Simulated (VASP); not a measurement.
Ni, 1 atom in the cell. It takes space group Fm-3m (No. 225, cubic). Conventional cell: a = 3.520 Å, b = 3.520 Å, c = 3.520 Å, α = 90.00°, β = 90.00°, γ = 90.00°. Ni (site symmetry m-3m) is surrounded by 12 Ni at 2.49 Å. 

* Program: VASP 6.6.1
* Task: relaxation of cell and atoms
* Functional: PBE
* Potentials or basis: VASP PAW PBE potentials, release 64 (Ni)
* Cutoff: 520 eV
* k mesh: 12 × 12 × 12
* Occupations: gaussian, width 0.1 eV
* Spin: collinear spin, ferromagnetic start
* Starting moments: [0.8] μB
* Further INCAR settings: ALGO = Normal; EDIFF = 1e-07; IBRION = 2; EDIFFG = -0.002; NSW = 80; ISIF = 3

Potentials or basis: VASP PAW PBE potentials, release 64 (Ni).

Command:

```sh
$ cat potpaw_PBE.64/Ni/POTCAR > POTCAR
$ mpirun -np 1 vasp_std > vasp.out
```

Hardware: 1 thread of AMD EPYC 7R13 Processor (Zen 3), on a shared host.

Q: Estimate the wall time of this run.

A: Run time: 23 s on 1 thread of AMD EPYC 7R13 Processor (Zen 3), with other jobs on the host, peak memory 0.1 GiB. Counts: scf iterations 19, k points 72, ion steps 2.
